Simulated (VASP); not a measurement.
**AgBr: single point with PBEsol**

AgBr:

```xyz
2
Lattice="0.0000 2.8371 2.8371 2.8371 0.0000 2.8371 2.8371 2.8371 0.0000" Properties=species:S:1:pos:R:3 pbc="T T T"
Ag    0.0000    0.0000    0.0000
Br    2.8371    2.8371    2.8371
```

The cell isn't the ideal one: relaxed again under DFT PBEsol, scalar-relativistic, plane waves, PAW.

* Program: VASP 6.6.1
* Task: single point
* Functional: PBEsol
* Potentials or basis: VASP PAW PBE potentials, release 64 (Ag, Br)
* Cutoff: 520 eV
* k mesh: 8 × 8 × 8
* Occupations: gaussian, width 0.02 eV
* Spin: no spin polarisation
* Dipole correction: no
* Further INCAR settings: ALGO = Normal; EDIFF = 1e-06; NBANDS = 16

```json
{
  "Pressure": "0.0 GPa",
  "Band gap on the k mesh": "0.50 eV, indirect (least direct gap 2.58 eV)"
}
```

Levels at points of the mesh, in eV from the valence-band top:
```
           k point  band 5  band 6  band 7  band 8  band 9  band 10  band 11  band 12  band 13  band 14
(0.00, 0.00, 0.00)   -2.98   -2.98   -2.08   -2.08   -2.08     0.50     9.80     9.80     9.80    10.81
(0.50, 0.00, 0.00)   -2.64   -2.64   -2.28    0.00    0.00     3.44     6.56     6.56     6.72    12.11
(0.50, 0.50, 0.00)   -3.06   -2.80   -2.52   -2.52   -2.40     1.39     6.84     9.05    11.08    11.08
```

Wall time 16 s on 1 thread of Intel(R) Xeon(R) 6975P-C (Granite Rapids) (shared host), peak memory 0.17 GiB.

Caveat: the PAW data sets were made with another functional, which shifts forces and pressure a little. A k mesh can miss the band edges.
